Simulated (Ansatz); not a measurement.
FeS2 (Pa-3) from a database of computed structures, relaxed with r2SCAN. It is cubic, Pa-3 (No. 205); a = 5.403 Å in the conventional setting, 13.14 Å³ an atom. Fe is surrounded by 6 S at 2.26 Å; S is surrounded by 1 S at 2.15 Å and 3 Fe at 2.26 Å.

```
Fe S
1.0
     5.40301    0.00000    0.00000
     0.00000    5.40301    0.00000
     0.00000    0.00000    5.40301
Fe S
4 8
Direct
  0.00000 0.50000 0.50000
  0.50000 0.50000 0.00000
  0.50000 0.00000 0.50000
  0.00000 0.00000 0.00000
  0.38499 0.11501 0.88499
  0.11501 0.88499 0.38499
  0.88499 0.38499 0.11501
  0.61501 0.61501 0.61501
  0.38499 0.38499 0.38499
  0.11501 0.61501 0.88499
  0.88499 0.11501 0.61501
  0.61501 0.88499 0.11501
```

The questions ask for values computed with the plane-wave code Ansatz on this geometry. The values are computed, spin-unpolarised.

Question: What gap does PBE give, and where are the band edges?

Answer: The PBE gap is indirect, 0.61 eV (Γ–X (0.90 of the way from Γ) to Γ), below the direct gap of 0.65 eV at Γ.

Question: How does the gap change from PBE to r2SCAN (6×6×6)?

Answer: With r2SCAN the valence top lies at Γ–X (0.89 of the way from Γ) and the conduction bottom at Γ, 0.91 eV higher; the smallest vertical gap, at Γ, is 0.99 eV. The gap differs by +0.30 eV from PBE's.

Question: Estimate the gap with HSE06 on 4×4×4.

Answer: With HSE06 the gap is 2.23 eV and direct, at Γ. The gap differs by +1.62 eV from PBE's.

Question: What does DDH-PBE0 give for the gap (4×4×4 mesh)?

Answer: The DDH-PBE0 gap is indirect, 1.02 eV (Γ–X (0.89 of the way from Γ) to Γ), below the direct gap of 1.11 eV at Γ. The share of exact exchange is 0.050. The gap differs by +0.41 eV from PBE's.

Question: What does r2SCAN0 give for the gap (4×4×4 mesh)?

Answer: r2SCAN0 gives a direct gap of 3.26 eV at Γ. The gap differs by +2.65 eV from PBE's.

Question: How strongly does the crystal screen a field with clamped ions (r2SCAN)?

Answer: The clamped-ion dielectric constant comes out as 15.12 in all directions. Born charges, averaged over directions: Fe -3.49, S +1.75 e.

Question: How do these values compare with experiment?

Answer:
Comparison with experiment:
- Gap, measured 0.87 eV: PBE 0.61 (-0.26), r2SCAN 0.91 (+0.04), HSE06 2.23 (+1.36), DDH-PBE0 1.02 (+0.15), r2SCAN0 3.26 (+2.39) eV. Source: 0.87 eV (valence band maximum to conduction band minimum from S L-edge XES and S 2p XAS; soft X-ray absorption and emission spectroscopy; band edges taken from inflection points of XES and XAS onsets; core-hole effects possible; “Synthetic control over polymorph formation in the d-band semiconductor system FeS2”, 2021, arxiv:2111.12440).
Measured gaps include zero-point and thermal shifts, optical ones also the exciton binding, and spin-orbit coupling, which these levels lack. Reports marked as nanostructured, strained, doped, implanted or mixed samples, and transport gaps, were set aside.

Where an edge lies off the special points, it is a point of the mesh or the k point where a search put PBE's edge or least direct gap, reused for the other functionals, whose own edges may lie a little apart; PBE's own value is read along its path and can be a few hundredths of an eV high.

The meshes of the hybrids are coarse, so their gaps aren't converged to the digits shown.
